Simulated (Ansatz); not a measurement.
# C (bcc type): the cost of one run

Computed with Ansatz 0.2.0 (DFT PBE, with the methods named in each step, unless a step's input says otherwise).

## Step 1: Starting point

Symmetry: Im-3m, No. 229, cubic system. The conventional cell has a = 2.374 Å, b = 2.374 Å, c = 2.374 Å, α = 90.00°, β = 90.00°, γ = 90.00°. C (site symmetry m-3m) is surrounded by 8 C at 2.06 Å.

Coordinates:

```cif
data_structure
_symmetry_space_group_name_H-M 'Im-3m'
_symmetry_Int_Tables_number 229
_cell_length_a 2.3741
_cell_length_b 2.3741
_cell_length_c 2.3741
_cell_angle_alpha 90.000
_cell_angle_beta 90.000
_cell_angle_gamma 90.000
_cell_volume 13.38
loop_
_atom_site_label
_atom_site_type_symbol
_atom_site_symmetry_multiplicity
_atom_site_Wyckoff_symbol
_atom_site_fract_x
_atom_site_fract_y
_atom_site_fract_z
_atom_site_occupancy
C1 C 2 a 0.00000 0.00000 0.00000 1
```

The file gives the conventional cell by its symmetry; the runs use the cell typed in the input.

Whether this phase is the stable one at these pressures isn't tested.

## Step 2: The reference volume, LAPW

Contents of input.yaml:

```yaml
crystal:
  lattice:
    - [-1.187053986, 1.187053986, 1.187053986]
    - [1.187053986, -1.187053986, 1.187053986]
    - [1.187053986, 1.187053986, -1.187053986]
  atoms:
    - { symbol: C, position: [0.0, 0.0, 0.0] }
kpoints:
  mp_grid: { grid: [25, 25, 25] }
  band_path:
    path:
      - [0.0, 0.0, 0.0]
      - [0.5, -0.5, 0.5]
      - [0.0, 0.0, 0.5]
      - [0.0, 0.0, 0.0]
      - [0.25, 0.25, 0.25]
      - [0.5, -0.5, 0.5]
      - [0.25, 0.25, 0.25]
      - [0.0, 0.0, 0.5]
    npoints: 14
scf:
  occupations: { method: fermi_dirac, width: 0.1 }
hamiltonian:
  xc: pbe
  pseudopotentials: { kind: all_electron, lapw: { basis_error: 0.001 } }
output:
  forces: true
  stress: true
  eigenvalues: true
  populations: true
  dos: { projected: true, de: 0.2, e_range: [-14, 8] }
```

Run with:

```console
$ ansatz run input.yaml --threads 1 --pin off --max-ram 2048MiB --backend cpu --events-out ev --progress --plain --runs-dir out
```

What time and memory should one allow on 1 thread of Arm Neoverse V2, shared host?

About 8.3 s, with a peak of 0.28 GiB.
